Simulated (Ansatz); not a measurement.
Band table of KBr

```
CELL_PARAMETERS angstrom
0.00000 3.35065 3.35065
3.35065 0.00000 3.35065
3.35065 3.35065 0.00000
ATOMIC_POSITIONS crystal
K 0.00000 0.00000 0.00000
Br 0.50000 0.50000 0.50000
```

Atom numbers follow the list: K1, Br2.

The cell was built from the rocksalt type and relaxed in the same program, and has space group Fm-3m; it needn't be a known or the stable phase.

These are results of DFT, PBE, all-electron LAPW, Dirac equation with spin-orbit coupling in Ansatz 0.2.0, not measurements.

Settings: a Γ-centred 12×12×12 k mesh, Fermi–Dirac smearing of 0.05 eV, basis error target 0.25 meV/atom, no spin polarisation.

Path points, in fractions of the reciprocal vectors: Γ (0.000, 0.000, 0.000), X (0.500, 0.000, 0.500), U (0.625, 0.250, 0.625), K (0.375, 0.375, 0.750), L (0.500, 0.500, 0.500), W (0.500, 0.250, 0.750). Levels in eV from the valence-band top, one of each degenerate spinor pair; bands 21 to 39, counted from the lowest band of the run. The gap is 4.16 eV, direct at Γ.

```
# k(1/Å) point b21 b23 b25 b27 b29 b31 b33 b35 b37 b39
0.000 Γ -12.40 -11.69 -11.42 -11.42 -0.49 0.00 0.00 4.16 7.43 7.43
0.188 - -12.42 -11.68 -11.42 -11.40 -0.58 -0.13 -0.03 4.47 7.17 7.67
0.375 - -12.45 -11.67 -11.43 -11.37 -0.80 -0.31 -0.11 5.18 6.65 8.33
0.563 - -12.43 -11.68 -11.44 -11.39 -0.98 -0.43 -0.20 5.98 6.17 8.76
0.750 - -12.36 -11.71 -11.45 -11.45 -1.02 -0.48 -0.26 5.86 6.64 8.99
0.938 X -12.31 -11.73 -11.48 -11.45 -1.02 -0.50 -0.28 5.75 6.88 9.09
1.004 - -12.32 -11.73 -11.48 -11.45 -1.01 -0.51 -0.29 5.79 6.92 9.03
1.070 - -12.33 -11.72 -11.48 -11.44 -1.01 -0.53 -0.31 5.88 7.03 8.86
1.137 - -12.35 -11.71 -11.47 -11.42 -1.00 -0.56 -0.35 6.03 7.23 8.64
1.203 - -12.38 -11.70 -11.47 -11.40 -1.00 -0.61 -0.37 6.21 7.49 8.40
1.269 U -12.41 -11.69 -11.46 -11.38 -1.00 -0.65 -0.39 6.42 7.79 8.16
1.384 - -12.42 -11.69 -11.46 -11.37 -1.01 -0.65 -0.41 6.61 7.81 8.02
1.499 - -12.43 -11.69 -11.46 -11.36 -1.02 -0.63 -0.45 6.93 7.42 8.07
1.614 - -12.43 -11.69 -11.46 -11.36 -1.02 -0.63 -0.45 6.93 7.42 8.07
1.728 - -12.42 -11.69 -11.46 -11.37 -1.01 -0.65 -0.41 6.61 7.81 8.02
1.843 K -12.41 -11.69 -11.46 -11.38 -1.00 -0.65 -0.39 6.42 7.79 8.16
2.042 - -12.48 -11.67 -11.45 -11.32 -1.08 -0.64 -0.39 6.86 7.53 8.27
2.241 - -12.50 -11.66 -11.44 -11.31 -1.06 -0.52 -0.30 6.29 7.16 8.48
2.440 - -12.48 -11.66 -11.43 -11.34 -0.85 -0.36 -0.16 5.35 7.10 7.91
2.639 - -12.42 -11.67 -11.42 -11.40 -0.59 -0.14 -0.05 4.51 7.28 7.55
2.838 Γ -12.40 -11.69 -11.42 -11.42 -0.49 0.00 0.00 4.16 7.43 7.43
3.000 - -12.42 -11.68 -11.42 -11.40 -0.56 -0.10 -0.03 4.40 7.36 7.54
3.163 - -12.46 -11.66 -11.42 -11.36 -0.75 -0.29 -0.11 5.01 7.26 7.87
3.325 - -12.52 -11.65 -11.42 -11.31 -1.02 -0.44 -0.21 5.71 7.36 8.37
3.487 - -12.55 -11.64 -11.43 -11.26 -1.23 -0.53 -0.28 6.18 7.69 8.98
3.650 L -12.57 -11.64 -11.43 -11.24 -1.31 -0.56 -0.31 6.33 7.90 9.44
3.782 - -12.55 -11.64 -11.43 -11.26 -1.28 -0.57 -0.32 6.42 7.84 9.27
3.915 - -12.52 -11.65 -11.44 -11.29 -1.19 -0.60 -0.36 6.63 7.66 8.76
4.048 - -12.47 -11.67 -11.45 -11.33 -1.08 -0.63 -0.41 6.89 7.43 8.32
4.180 - -12.42 -11.69 -11.47 -11.36 -1.00 -0.62 -0.47 7.09 7.24 8.03
4.313 W -12.40 -11.70 -11.47 -11.37 -0.97 -0.58 -0.53 7.15 7.20 7.92
4.406 - -12.39 -11.70 -11.47 -11.38 -0.98 -0.59 -0.49 6.71 7.67 7.78
4.500 - -12.37 -11.71 -11.47 -11.40 -0.99 -0.58 -0.42 6.31 7.47 8.18
4.594 - -12.35 -11.72 -11.47 -11.43 -1.00 -0.55 -0.35 6.01 7.17 8.63
4.688 - -12.32 -11.73 -11.48 -11.44 -1.01 -0.51 -0.30 5.82 6.95 8.96
4.782 X -12.31 -11.73 -11.48 -11.45 -1.02 -0.50 -0.28 5.75 6.88 9.09
```
